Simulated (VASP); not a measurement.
# InP (F-43m) in VASP: a series of runs, part 2 of 2

VASP 6.6.1. Earlier steps stand in the parts before.

## (3) G0W0 quasiparticle levels, PBE

POSCAR reads:

```
InP
1.0
    0.0000000000      2.9305000000      2.9305000000
    2.9305000000      0.0000000000      2.9305000000
    2.9305000000      2.9305000000      0.0000000000
In P
1 1
Direct
    0.0000000000      0.0000000000      0.0000000000
    0.7500000000      0.7500000000      0.7500000000
```

INCAR.step1 reads:

```
  PREC = Accurate
  ENCUT = 450
  EDIFF = 1E-8
  ISMEAR = 0
  SIGMA = 0.01
  LREAL = False
  LASPH = True
  NELM = 80
  ALGO = Normal
  LWAVE = True
  LCHARG = False
  GGA = PE
```

INCAR.step2 reads:

```
  PREC = Accurate
  ENCUT = 450
  EDIFF = 1E-8
  ISMEAR = 0
  SIGMA = 0.01
  LREAL = False
  LASPH = True
  NELM = 1
  ALGO = Exact
  LWAVE = True
  LCHARG = False
  GGA = PE
  NBANDS = 310
  LOPTICS = True
  ISTART = 1
```

INCAR.step3 reads:

```
  PREC = Accurate
  ENCUT = 450
  EDIFF = 1E-8
  ISMEAR = 0
  SIGMA = 0.01
  LREAL = False
  LASPH = True
  ALGO = EVGW0
  LWAVE = False
  LCHARG = False
  GGA = PE
  NELMGW = 1
  NBANDS = 310
  ENCUTGW = 260
  NOMEGA = 48
  PRECFOCK = Fast
  ISTART = 1
  NBANDSGW = 17
```

KPOINTS reads:

```
Automatic mesh
0
Gamma
  5 5 5
```

Potentials or basis: VASP PAW PBE potentials, release 64 (In_d_GW, P_GW).

Started as:

```sh
cat potpaw_PBE.64/In_d_GW/POTCAR potpaw_PBE.64/P_GW/POTCAR > POTCAR
cp INCAR.step1 INCAR
mpirun -np 1 vasp_std > vasp.out
cp INCAR.step2 INCAR
mpirun -np 1 vasp_std > vasp.out
cp INCAR.step3 INCAR
mpirun -np 1 vasp_std > vasp.out
```

OUTCAR:

```text
PREC = Accurate
   ENCUT = 450
   EDIFF = 1E-8
   ISMEAR = 0
   LREAL = False
   LASPH = True
   GGA = PE
   NELMGW = 1
   ENCUTGW = 260
   PRECFOCK = Fast
   ISTART = 1

 Found     10 irreducible k-points:

 Following reciprocal coordinates:
            Coordinates               Weight
  0.000000  0.000000  0.000000      1.000000
  0.200000  0.000000  0.000000      8.000000
  0.400000  0.000000  0.000000      8.000000
  0.200000  0.200000  0.000000      6.000000
  0.400000  0.200000  0.000000     24.000000
 -0.400000  0.200000  0.000000     24.000000
   k-points           NKPTS =     10   k-points in BZ     NKDIM =    125   number of bands    NBANDS=    310
[... 59 lines left out ...]
   ENCUTLF             =  -1.0    cutoff for local field effects
   NELMGW              =     1    number of iterations in solving QP/BSE equation
   NELMHF              =     1    number of iterations in the inner HF iteration
   NKREDLFX            =     1    NKREDLFY  =   1   NKREDLFZ  =   1
 non-spin polarized calculation
 Gauss-broadening in eV      SIGMA  =   0.01
  energy-cutoff  :      450.00
  volume of cell :       50.33
 maximum number of plane-waves:      1103
 NGX is ok and might be reduce to    30
  NGX = 16; NGY = 16; NGZ = 16
   NGX = 15   NGY = 15   NGZ = 15
 maximum number of plane-waves:       531

 QP shifts <psi_nk| G(iteration)W_0 |psi_nk>: iteration 1
 for sc-GW calculations column KS-energies equals QP-energies in previous step
 and V_xc(KS)=  KS-energies - (<T + V_ion + V_H > + <T+V_H+V_ion>^1  + <V_x>^1)

 k-point   1 :       0.0000    0.0000    0.0000
  band No.  KS-energies  QP-energies   sigma(KS)   V_xc(KS)     V^pw_x(r,r')   Z            occupation Imag(sigma)

      1     -10.2890     -12.7685     -20.1523     -16.5943     -25.3007       0.6969       2.0000      -0.8762
      2     -10.2890     -12.7685     -20.1523     -16.5943     -25.3007       0.6969       2.0000      -0.8762
      3     -10.2890     -12.7685     -20.1523     -16.5943     -25.3007       0.6969       2.0000      -0.8762
      4     -10.1381     -12.6558     -20.2930     -16.6835     -25.3309       0.6975       2.0000      -0.9506
      5     -10.1381     -12.6558     -20.2930     -16.6835     -25.3309       0.6975       2.0000      -0.9506
      6      -7.5906      -8.1023     -12.1452     -11.3027     -18.2779       0.6074       2.0000       0.4775
[... 102 lines left out ...]
      4     -10.1390     -12.6518     -20.2838     -16.6805     -25.3342       0.6974       2.0000      -0.9463
      5     -10.1280     -12.6442     -20.3000     -16.6963     -25.3480       0.6982       2.0000      -0.9490
      6      -5.6232      -6.2820     -13.3014     -12.3086     -18.6141       0.6636       2.0000       0.2777
[... 9 lines left out ...]
     16      15.0803      14.9013      -8.5624      -8.3235      -2.8076       0.7491       0.0000      -0.4921
     17      16.6754      16.6739     -10.7259     -10.7239      -3.9726       0.7307       0.0000      -0.8125

 [... further k-points ...]
```

OUTCAR.step2:

```text
PREC = Accurate
   ENCUT = 450
   EDIFF = 1E-8
   ISMEAR = 0
   LREAL = False
[... 591 lines left out ...]
     0.00000    28.54903    28.54903    28.54903     0.00000     0.00000     0.00000
     2.33141    14.57495    14.57495    14.57495     0.00000     0.00000     0.00000
     4.66283   -10.42525   -10.42525   -10.42525    -0.00000    -0.00000    -0.00000
     6.99424    -0.26036    -0.26036    -0.26036    -0.00000    -0.00000    -0.00000
     9.32565    -2.07432    -2.07432    -2.07432    -0.00000    -0.00000    -0.00000
    11.65706    -0.77714    -0.77714    -0.77714    -0.00000    -0.00000    -0.00000
[... 92 lines left out ...]
   228.47847     0.98529     0.98529     0.98529    -0.00000    -0.00000    -0.00000
   230.80988     0.98565     0.98565     0.98565    -0.00000    -0.00000    -0.00000
```

Wall time 36 min (1 thread of Intel Xeon Platinum 8375C at 2.90GHz (Ice Lake), shared host); peak memory 1.4 GiB.

These settings aren't checked as converged: the numbers below hold their error.

What came out:

```yaml
Band_gap_on_the_k_mesh_mean-field_level: 0.70 eV, direct
Quasiparticle_gap: 1.26 eV
Least_direct_quasiparticle_gap: 1.26 eV
```

Caveat: bands, screening cutoff and mesh are small and nothing is extrapolated, so the quasiparticle values aren't converged; spin-orbit coupling is left out, which moves the levels of the heavy elements.

## (4) G0W0 quasiparticle levels, PBE

POSCAR is that of step 3.

INCAR.step1 is that of step 3.

INCAR.step2: that of step 3 with these lines changed.

```diff
@@ -12,3 +12,3 @@
   GGA = PE
-  NBANDS = 310
+  NBANDS = 39
   LOPTICS = True
```

INCAR.step3: that of step 3 with these lines changed.

```diff
@@ -12,4 +12,4 @@
   NELMGW = 1
-  NBANDS = 310
-  ENCUTGW = 260
+  NBANDS = 39
+  ENCUTGW = 50
   NOMEGA = 48
```

KPOINTS reads:

```
Automatic mesh
0
Gamma
  3 3 3
```

Potentials or basis: VASP PAW PBE potentials, release 64 (In_d_GW, P_GW).

Started as:

```sh
cat potpaw_PBE.64/In_d_GW/POTCAR potpaw_PBE.64/P_GW/POTCAR > POTCAR
cp INCAR.step1 INCAR
mpirun -np 1 vasp_std > vasp.out
cp INCAR.step2 INCAR
mpirun -np 1 vasp_std > vasp.out
cp INCAR.step3 INCAR
mpirun -np 1 vasp_std > vasp.out
```

OUTCAR:

```text
PREC = Accurate
   ENCUT = 450
   EDIFF = 1E-8
   ISMEAR = 0
   LREAL = False
   LASPH = True
   GGA = PE
   NELMGW = 1
   ENCUTGW = 50
   PRECFOCK = Fast
   ISTART = 1

 Found      4 irreducible k-points:

 Following reciprocal coordinates:
            Coordinates               Weight
  0.000000  0.000000  0.000000      1.000000
  0.333333  0.000000  0.000000      8.000000
[... 60 lines left out ...]
   ENCUTGW             =  50.0    cutoff for response function in eV
   ENCUTGWSOFT         =  40.0    soft cutoff for Coulomb kernel in GW response function in eV
   ENCUTLF             =  -1.0    cutoff for local field effects
   NELMGW              =     1    number of iterations in solving QP/BSE equation
   NELMHF              =     1    number of iterations in the inner HF iteration
   NKREDLFX            =     1    NKREDLFY  =   1   NKREDLFZ  =   1
 non-spin polarized calculation
 Gauss-broadening in eV      SIGMA  =   0.01
  energy-cutoff  :      450.00
  volume of cell :       50.33
 maximum number of plane-waves:      1113
 NGX is ok and might be reduce to    30
  NGX = 16; NGY = 16; NGZ = 16
   NGX = 15   NGY = 15   NGZ = 15
 maximum number of plane-waves:        51
 NGX is ok and might be reduce to    10

 QP shifts <psi_nk| G(iteration)W_0 |psi_nk>: iteration 1
 for sc-GW calculations column KS-energies equals QP-energies in previous step
 and V_xc(KS)=  KS-energies - (<T + V_ion + V_H > + <T+V_H+V_ion>^1  + <V_x>^1)

 k-point   1 :       0.0000    0.0000    0.0000
  band No.  KS-energies  QP-energies   sigma(KS)   V_xc(KS)     V^pw_x(r,r')   Z            occupation Imag(sigma)

      1     -10.2933     -11.9255     -18.8904     -16.5967     -25.3298       0.7116       2.0000       0.2791
      2     -10.2933     -11.9255     -18.8904     -16.5967     -25.3298       0.7116       2.0000       0.2791
      3     -10.2933     -11.9255     -18.8904     -16.5967     -25.3298       0.7116       2.0000       0.2791
      4     -10.1476     -11.7981     -19.0086     -16.6813     -25.3437       0.7092       2.0000       0.2022
      5     -10.1476     -11.7981     -19.0086     -16.6813     -25.3437       0.7092       2.0000       0.2022
      6      -7.4965      -7.4907     -11.2829     -11.2915     -18.2328       0.6746       2.0000       1.0942
[... 59 lines left out ...]
      3     -10.2152     -11.8623     -18.9979     -16.6896     -25.4093       0.7136       2.0000       0.2635
      4     -10.1613     -11.8090     -18.9834     -16.6576     -25.3237       0.7084       2.0000       0.2047
      5     -10.1358     -11.7881     -19.0152     -16.6908     -25.3551       0.7108       2.0000       0.2003
      6      -5.2478      -5.2366     -12.4042     -12.4209     -18.6366       0.6735       2.0000       0.7298
[... 9 lines left out ...]
     16      17.1145      17.6731      -8.3901      -9.1332      -3.0451       0.7517       0.0000      -0.5761
     17      17.9822      18.6287      -8.7352      -9.6032      -3.1822       0.7447       0.0000      -0.7210
```

OUTCAR.step1:

```text
PREC = Accurate
   ENCUT = 450
   EDIFF = 1E-8
   ISMEAR = 0
   LREAL = False
[... 172 lines left out ...]
      0.00000      0.00000      0.00000         0.000000      0.000000      0.000000
      4.39575      4.39575      4.39575        -0.000000     -0.000000     -0.000000
 -----------------------------------------------------------------------------------
    total drift:                                0.000000      0.000000      0.000000

  FREE ENERGIE OF THE ION-ELECTRON SYSTEM (eV)
  ---------------------------------------------------
  free  energy   TOTEN  =        -7.9905974958 eV

  energy  without entropy=       -7.9905974958  energy(sigma->0) =       -7.99059750
```

Run time: 48 s. Hardware: 1 thread of Intel Xeon Platinum 8375C at 2.90GHz (Ice Lake), shared host; peak memory 0.32 GiB.

The run converged, but some of its settings lie outside the range that counts as converged, so its numbers aren't taken as properties of the crystal.

Results:

```
Band gap on the k mesh, mean-field level : 0.67 eV, direct
Quasiparticle gap                        : 1.22 eV
Least direct quasiparticle gap           : 1.22 eV
```

Caveat: the k mesh is coarse (spacing up to 0.62 Å⁻¹), so the values aren't converged; bands, screening cutoff and mesh are small and nothing is extrapolated, so the quasiparticle values aren't converged; spin-orbit coupling is left out, which moves the levels of the heavy elements.

## (5) For comparison

An earlier run on the cell as given: functional PBEsol; potentials or basis VASP PAW PBE potentials, release 64 (In_d, P); cutoff 520 eV; k mesh 8 × 8 × 8; occupations fermi-dirac, width 0.05 eV; no spin polarisation.

- Pressure: 0.6 GPa
- Band gap on the k mesh: 0.61 eV, direct
